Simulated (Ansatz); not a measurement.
## FeO: from a trial structure to a relaxed crystal

Level of theory: DFT PBE, scalar-relativistic, plane waves, PAW (Ansatz).

The start puts FeO on the caesium chloride structure type (Pm-3m, No. 221), with Fe in place of Cs, O in place of Cl, at a guessed volume.

Input of the last, converged step (default PAW datasets):

```yaml
crystal:
  lattice:
    - [2.64914061, 0.0, 0.0]
    - [0.0, 2.64914061, 0.0]
    - [0.0, 0.0, 2.64914061]
  atoms:
    - { symbol: Fe, position: [0.0, 0.0, 0.0], spin: 3.8 }
    - { symbol: O, position: [0.5, 0.5, 0.5], spin: 0.43 }
basis:
  ecutwfc: 420
kpoints:
  mp_grid: { grid: [20, 20, 20] }
hamiltonian:
  xc: pbe
scf:
  occupations: { method: gaussian, width: 0.1 }
output:
  forces: true
  stress: true
  eigenvalues: true
  populations: true
magnetization:
  spin_polarized: true
relax:
  adjacent_minimum: "off"
  f_tol: 0.01
  max_steps: 80
  cell: { stress_tol: 0.05 }
```

Launched as:

```bash
ansatz run input.yaml --threads 1 --pin off --max-ram 2560MiB --backend cpu --events-out ev --progress --plain --runs-dir out
```

The run took 60 s on 1 thread of Arm Neoverse V1, with other jobs on the host, peak memory 0.44 GiB.

End of the output:

```
SCF converged after 7 iterations
Magnetization: 4.0000 μB (13.0000 up, 9.0000 down)
Absolute magnetization: 4.0018 μB (∫|ρ↑−ρ↓|, with the PAW one-centre terms)
Spin contamination: 0.0084 ħ² per cell (⟨S²⟩ above its minimum at these occupations)
Per-site moments (μB) at R_I (Å): [(3.455165, 0.946830), (0.395862, 0.946830)]
Free energy (F): -5046.562282 eV
Harris-Foulkes:  -5046.562282 eV  (|F-HF|=0.00e0)
Internal energy: -5046.560110 eV  (E = F + TS)
E sigma→0 (E₀):  -5046.561196 eV
Entropy (-TS):   -0.002172 eV (-1.086 meV/atom)
Fermi energy:    15.111750 eV
--- Per-component energies (eV) ---
  E_band       = -241.552429
  E_kinetic    = 516.062200
  E_local      = -2456.076820  (includes V_loc(G=0)·N_el)
  E_nonlocal   = 278.139020
  E_hartree    = 1001.442063
  E_xc         = -188.391562
  E_vxc        = -241.614377  (∫ρ·V_xc dr)
  E_paw        = -1528.910032  (= ΣΔE_a)
  E_vpaw       = -340.949717  (= ΣTr[D̂ρ^β])
  E_aug_tail   = 0.003119  (compensation charges beyond the density's cutoff)
  E_ewald      = -2668.828097
  E_smearing   = -0.002172  (= −TS)
  E_closure    =  0.000000  (closes the sum)
  Σ components = -5046.562282   (vs F -5046.562282, Δ=0.00e0)
--- Forces (eV/Å), atoms counted from 1 ---
  atom   1  Fe     0.00000000     0.00000000     0.00000000
  atom   2  O      0.00000000     0.00000000     0.00000000
  max |Σ_I F_I| component: 6.00e-29 eV/Å
--- Stress (GPa, compression-positive) ---
        0.012492       0.000000       0.000000
        0.000000       0.012492       0.000000
        0.000000       0.000000       0.012492
  P = ⅓ Tr σ = 0.0125 GPa (0.125 kbar)
  k-point 0 ↑: bands = ["-74.3442", "-40.3282", "-40.3282", "-40.3282", "-5.0035", "10.7176", "10.7176", "12.3719", "12.3719", "12.3719", "12.6296", "12.6296", "12.6296", "15.5591", "30.1924", "30.1924", "34.5223", "34.5223"]
  k-point 1 ↑: bands = ["-74.3439", "-40.3314", "-40.3280", "-40.3280", "-4.9784", "10.6608", "10.7259", "12.1534", "12.1534", "12.2459", "12.6315", "12.8552", "12.8552", "15.7604", "30.0226", "30.2019", "34.4822", "34.4822"]
  k-point 2 ↑: bands = ["-74.3430", "-40.3406", "-40.3272", "-40.3272", "-4.9045", "10.4209", "10.7499", "11.8557", "11.8557", "12.0558", "12.6372", "13.1741", "13.1741", "16.2490", "29.5515", "30.2304", "34.3590", "34.3590"]
  k-point 285 ↓: bands = ["-70.1878", "-36.4169", "-36.4169", "-36.4169", "-1.5963", "9.1797", "9.1797", "9.1797", "16.9173", "16.9173", "18.0882", "18.0882", "18.0882", "22.3815", "22.3815", "22.3815", "31.7387", "37.0532"]
--- Relaxed structure (3 steps of the walk, 3 accepted, 1 SCFs on fresh bases) ---
  F+E_penalty+E_count = -5046.56228224 eV   max|allowed force component| = 2.892e-29 eV/Å   (the final SCF, on the basis selected at the relaxed cell)
  cell:  # Å, volume = 18.6188 Å³
    - [2.650435, 0.000000, 0.000000]
    - [0.000000, 2.650435, 0.000000]
    - [0.000000, 0.000000, 2.650435]
  atoms:
    - { symbol: Fe, position: [0.000000, 0.000000, 0.000000] }
    - { symbol: O, position: [0.500000, 0.500000, 0.500000] }
--- Löwdin populations: 2 sites ---
  site symbol q [e]    m [muB]
     0     Fe     14.9285     3.5234
     1      O      6.9448     0.4780
  spilling = 0.005759 (of n_electrons = 22.000000)
```

Total energies depend on the potentials used, so only differences within one code and one set of settings carry meaning.

The result has space group Pm-3m (No. 221). Fe has 8 O at 2.30 Å and 6 Fe at 2.65 Å; O has 8 Fe at 2.30 Å and 6 O at 2.65 Å.

Against the elements it lies at -0.55 eV/atom. Formation energies are uncorrected and refer to the elements' standard structures at the same level (O₂ as a molecule).

For metals, differences of a few meV/atom aren't resolved.

Symmetry constrained the relaxation, so the result can be a saddle point.